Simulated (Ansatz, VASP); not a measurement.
**One calculation of W, two programs**

File INCAR:

```
SYSTEM = W
  ALGO = Fast
  EDIFF = 1E-7
  ENCUT = 520
  ISIF = 2
  ISMEAR = -1
  LASPH = .True.
  LCHARG = .False.
  LDAU = .True.
  LDAUJ = 0
  LDAUL = 2
  LDAUPRINT = 1
  LDAUTYPE = 2
  LDAUU = 5
  LMAXMIX = 4
  LREAL = .False.
  LWAVE = .False.
  NBANDS = 13
  NELM = 80
  PREC = Accurate
  SIGMA = 0.05
```

KPOINTS

```
k-points
0
Gamma
  12 12 12
  0 0 0
```

POSCAR

```
W
1.0
   -1.5823450000      1.5823450000      1.5823450000
    1.5823450000     -1.5823450000      1.5823450000
    1.5823450000      1.5823450000     -1.5823450000
W
1
Direct
    0.0000000000      0.0000000000      0.0000000000
```

Contents of input.yaml:

```yaml
crystal:
  lattice:
    - [-1.582345, 1.582345, 1.582345]
    - [1.582345, -1.582345, 1.582345]
    - [1.582345, 1.582345, -1.582345]
  atoms:
    - { symbol: W, position: [0.0, 0.0, 0.0] }
hamiltonian:
  xc: lda
  pseudopotentials: { kind: paw }
  hubbard: { sites: [{ species: W, l: d, u_eff: 5.0 }] }
kpoints:
  mp_grid: { grid: [12, 12, 12] }
scf:
  occupations: { method: fermi_dirac, width: 0.05 }
output:
  forces: true
  stress: true
  eigenvalues: true
```

Alike in both runs: task single point; functional LDA; k mesh 12 × 12 × 12; occupations fermi-dirac, width 0.05 eV; no spin polarisation; Hubbard terms W d U = 5 eV.

```csv
,VASP,Ansatz
version,VASP 6.6.1,Ansatz 0.2.0
potentials or method,"VASP PAW LDA potentials, release 64 (W_sv)",Ansatz PAW
plane-wave cutoff (eV),520,420
valence electrons in the cell,14,14
```

```csv
,VASP,Ansatz,Ansatz less VASP
gap on the k mesh at the Fermi level (eV),none,none,-
pressure (GPa),7.7,-5.4,-13.10
```

The programs project onto different local orbitals, so the same U acts differently. A gap of «none» marks a metal or a gap that the smearing closes.

Caveats: U without spin polarisation on a metal has little footing; the U is typed as a test and isn't derived for this compound; the PAW data sets come from PBE, with cores solved anew for the run's functional, which leaves a small shift of forces and pressure (Ansatz). The runs have no spin-orbit coupling, so splittings on W are missing.
